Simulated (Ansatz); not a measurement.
# TiC: a strain scan

This session takes TiC and sets out to see how energy and stress answer to the strain pattern (0, 0, 0, 1, 0, 0).

Computed with Ansatz 0.2.0 (DFT PBEsol, scalar-relativistic, plane waves, PAW, unless a step's input says otherwise).

1 further run of the same task is left out (set aside as unsound or not needed). Runs told in other sessions of the task aren't counted.

### Step 1. The structure to begin with

The structure is cubic, space group Fm-3m (No. 225). Conventional cell: a = 4.293 Å, b = 4.293 Å, c = 4.293 Å, α = 90.00°, β = 90.00°, γ = 90.00°. Ti (site symmetry m-3m) is surrounded by 6 C at 2.15 Å. C (site symmetry m-3m) is surrounded by 6 Ti at 2.15 Å.

Structure file:

```cif
data_structure
_symmetry_space_group_name_H-M 'Fm-3m'
_symmetry_Int_Tables_number 225
_cell_length_a 4.2934
_cell_length_b 4.2934
_cell_length_c 4.2934
_cell_angle_alpha 90.000
_cell_angle_beta 90.000
_cell_angle_gamma 90.000
_cell_volume 79.14
loop_
_atom_site_label
_atom_site_type_symbol
_atom_site_symmetry_multiplicity
_atom_site_Wyckoff_symbol
_atom_site_fract_x
_atom_site_fract_y
_atom_site_fract_z
_atom_site_occupancy
Ti1 Ti 4 a 0.00000 0.00000 0.00000 1
C1 C 4 b 0.50000 0.00000 0.00000 1
```

It is the result of an earlier relaxation at this level (volume 9.89 Å³/atom; gap on the mesh: none (metal)).

### Step 2. Zero of energy

Reference values: F = -2722.4210 eV; pressure -0.02 GPa; largest force 0.000 eV/Å; gap on the mesh none (metal). It was computed beforehand with the settings of the runs below.

### Step 3. Setting up a strain scan

The cell is strained by ε times the Voigt pattern (0, 0, 0, 1, 0, 0) (xx, yy, zz, yz, xz, xy; engineering shear), with fractional coordinates fixed (clamped ions). The stress on the pattern is the sum of the stress components weighted by it, tension positive.

### Step 4. At ε = -0.0600

The input, input.yaml:

```yaml
crystal:
  lattice:
    - [0.0, 2.0822849037, 2.0822849037]
    - [2.1466854677, -0.064400564, 2.1466854677]
    - [2.1466854677, 2.1466854677, -0.064400564]
  atoms:
    - { symbol: Ti, position: [0.0, 0.0, 0.0] }
    - { symbol: C, position: [0.5, 0.5, 0.5] }
basis:
  ecutwfc: 420
kpoints:
  mp_grid: { grid: [24, 24, 24] }
hamiltonian:
  xc: pbesol
scf:
  occupations: { method: gaussian, width: 0.15 }
output:
  forces: true
  stress: true
  eigenvalues: true
```

Command:

```
> ansatz run input.yaml --threads 1 --pin off --max-ram 2560MiB --backend cpu --events-out ev --progress --plain --runs-dir out
```

### Step 5. ε = 0.0450

Changes to input.yaml since step 4:

```diff
@@ -2,5 +2,5 @@
   lattice:
-    - [0.0, 2.0822849037, 2.0822849037]
-    - [2.1466854677, -0.064400564, 2.1466854677]
-    - [2.1466854677, 2.1466854677, -0.064400564]
+    - [0.0, 2.1949858907, 2.1949858907]
+    - [2.1466854677, 0.048300423, 2.1466854677]
+    - [2.1466854677, 2.1466854677, 0.048300423]
   atoms:
```

### Step 6. Point ε = -0.0300

Changes to input.yaml since step 5:

```diff
@@ -2,5 +2,5 @@
   lattice:
-    - [0.0, 2.1949858907, 2.1949858907]
-    - [2.1466854677, 0.048300423, 2.1466854677]
-    - [2.1466854677, 2.1466854677, 0.048300423]
+    - [0.0, 2.1144851857, 2.1144851857]
+    - [2.1466854677, -0.032200282, 2.1466854677]
+    - [2.1466854677, 2.1466854677, -0.032200282]
   atoms:
```

### Step 7. Point ε = 0.0150

Changes to input.yaml since step 6:

```diff
@@ -2,5 +2,5 @@
   lattice:
-    - [0.0, 2.1144851857, 2.1144851857]
-    - [2.1466854677, -0.032200282, 2.1466854677]
-    - [2.1466854677, 2.1466854677, -0.032200282]
+    - [0.0, 2.1627856087, 2.1627856087]
+    - [2.1466854677, 0.016100141, 2.1466854677]
+    - [2.1466854677, 2.1466854677, 0.016100141]
   atoms:
```

### Step 8. Point ε = 0.0525

Changes to input.yaml since step 7:

```diff
@@ -2,5 +2,5 @@
   lattice:
-    - [0.0, 2.1627856087, 2.1627856087]
-    - [2.1466854677, 0.016100141, 2.1466854677]
-    - [2.1466854677, 2.1466854677, 0.016100141]
+    - [0.0, 2.2030359612, 2.2030359612]
+    - [2.1466854677, 0.0563504935, 2.1466854677]
+    - [2.1466854677, 2.1466854677, 0.0563504935]
   atoms:
```

### Step 9. At ε = 0.0375

Changes to input.yaml since step 8:

```diff
@@ -2,5 +2,5 @@
   lattice:
-    - [0.0, 2.2030359612, 2.2030359612]
-    - [2.1466854677, 0.0563504935, 2.1466854677]
-    - [2.1466854677, 2.1466854677, 0.0563504935]
+    - [0.0, 2.1869358202, 2.1869358202]
+    - [2.1466854677, 0.0402503525, 2.1466854677]
+    - [2.1466854677, 2.1466854677, 0.0402503525]
   atoms:
```

### Step 10. At ε = 0.0225

Changes to input.yaml since step 9:

```diff
@@ -2,5 +2,5 @@
   lattice:
-    - [0.0, 2.1869358202, 2.1869358202]
-    - [2.1466854677, 0.0402503525, 2.1466854677]
-    - [2.1466854677, 2.1466854677, 0.0402503525]
+    - [0.0, 2.1708356792, 2.1708356792]
+    - [2.1466854677, 0.0241502115, 2.1466854677]
+    - [2.1466854677, 2.1466854677, 0.0241502115]
   atoms:
```

### Step 11. ε = 0.0075

Changes to input.yaml since step 10:

```diff
@@ -2,5 +2,5 @@
   lattice:
-    - [0.0, 2.1708356792, 2.1708356792]
-    - [2.1466854677, 0.0241502115, 2.1466854677]
-    - [2.1466854677, 2.1466854677, 0.0241502115]
+    - [0.0, 2.1547355382, 2.1547355382]
+    - [2.1466854677, 0.0080500705, 2.1466854677]
+    - [2.1466854677, 2.1466854677, 0.0080500705]
   atoms:
```

(Steps that only read results are left out.)

**Question.** What will these runs give? Wanted: slope of the stress at ε = 0, from the points at -0.0300, 0 and 0.0075.

The runs gave:

| quantity | value |
| --- | --- |
| slope of the stress at ε = 0, from the points at -0.0300, 0 and 0.0075 | 172 GPa |

**Reading.** The slope of the stress at zero strain, 172 GPa, estimates C44 with clamped ions in this Cartesian frame; letting the atoms relax could not make it stiffer. The step is wide, so higher orders mix in. The undisturbed cell stays the lowest of the sampled points.
